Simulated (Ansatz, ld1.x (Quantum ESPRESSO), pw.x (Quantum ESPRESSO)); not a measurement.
pw.x on fcc Si: one setting changed

Potential: ultrasoft, ld1.x (Quantum ESPRESSO) 7.5, PBEsol; core [Ne], reference 3s2 3p0; waves: 3s (bound): rcut 1.50, rcutus 1.60 bohr; 3s channel at -0.8 Ry: rcut 1.50, rcutus 1.60 bohr; 3p (bound, empty): rcut 1.65, rcutus 1.95 bohr; 3p channel at 0.3 Ry: rcut 1.65, rcutus 1.95 bohr; 3d channel at 0.05 Ry: rcut 1.40, rcutus 1.85 bohr; 3d channel at 2.65 Ry: rcut 1.40, rcutus 1.85 bohr; local part: all-electron potential smoothed inside 1.65 bohr (lloc = -1); core correction: Bessel-smoothed model core, default radius (core density twice the valence density); augmentation: built from norm-conserving waves at rcut, not smoothed further.

The reference run (k-mesh 15³, cutoffs 40/600 Ry, Fermi–Dirac 0.01 Ry, mixing_beta 0.4, conv_thr 1e-9, no spin) gives 0.14 GPa at 14.001 Å³/atom, where all-electron LAPW gives 0.43 GPa. This run, with its own iteration cap, changes smearing to mv.

```
&control
  calculation='scf', prefix='x', pseudo_dir='./', outdir='./tmp', tstress=.true., disk_io='none'
/
&system
  ibrav=0, nat=1, ntyp=1, ecutwfc=40, ecutrho=600, nbnd=9,
  occupations='smearing', smearing='mv', degauss=0.01
/
&electrons
  conv_thr=1e-09, mixing_beta=0.4, electron_maxstep=70
/
ATOMIC_SPECIES
Si 1.0 Si.UPF
CELL_PARAMETERS angstrom
  0.00000000 1.91297673 1.91297673
  1.91297673 0.00000000 1.91297673
  1.91297673 1.91297673 0.00000000
ATOMIC_POSITIONS crystal
Si 0.0000 0.0000 0.0000
K_POINTS automatic
15 15 15 0 0 0
```

```bash
pw.x < Si.scf.in > Si.scf.out
```

Q: How does the run end?

A: It converges in 8 iterations; the free energy moves by +14.8 meV/atom and the pressure by -0.16 GPa. This scheme is built to cancel the term in the square of the width that Fermi–Dirac smearing leaves in the F of a metal.

```
Message from routine setup:
     using ibrav=0 with symmetry is DISCOURAGED, use correct ibrav instead
     lattice parameter (alat)  =       5.1124  a.u.
     unit-cell volume          =      94.4834 (a.u.)^3
     number of electrons       =         4.00
     number of Kohn-Sham states=            9
     kinetic-energy cutoff     =      40.0000  Ry
     charge density cutoff     =     600.0000  Ry
     scf convergence threshold =      1.0E-09
     Exchange-correlation= PBESOL
     number of k points=   120  Marzari-Vanderbilt smearing, width (Ry)=  0.0100
     iteration #  1     ecut=    40.00 Ry     beta= 0.40
     total energy              =     -14.33872505 Ry
     estimated scf accuracy    <       0.14370123 Ry
     iteration #  2     ecut=    40.00 Ry     beta= 0.40
     total energy              =     -14.32077673 Ry
     estimated scf accuracy    <       0.04440130 Ry
     iteration #  3     ecut=    40.00 Ry     beta= 0.40
     total energy              =     -14.32336171 Ry
     estimated scf accuracy    <       0.00007075 Ry
     [... 2 iterations left out ...]
     iteration #  6     ecut=    40.00 Ry     beta= 0.40
     total energy              =     -14.32342652 Ry
     estimated scf accuracy    <       0.00000005 Ry
     iteration #  7     ecut=    40.00 Ry     beta= 0.40
     total energy              =     -14.32342653 Ry
     estimated scf accuracy    <          2.1E-09 Ry
     iteration #  8     ecut=    40.00 Ry     beta= 0.40
     the Fermi energy is    11.0750 ev
!    total energy              =     -14.32342653 Ry
     estimated scf accuracy    <          9.0E-11 Ry
     smearing contrib. (-TS)   =      -0.00000101 Ry
     The total energy is F=E-TS. E is the sum of the following terms:
     one-electron contribution =       4.90560529 Ry
     hartree contribution      =       0.02692365 Ry
     xc contribution           =      -9.10965425 Ry
     ewald contribution        =     -10.14630021 Ry
     convergence has been achieved in   8 iterations
          total   stress  (Ry/bohr**3)                   (kbar)     P=       -0.22
     Message from routine punch:
     Nothing written, as per user request (disk_io='none')
```

The run took about 9 s on one core of a shared host (Intel(R) Xeon(R) Platinum 8488C, 192 threads, 744 GiB, load 42).
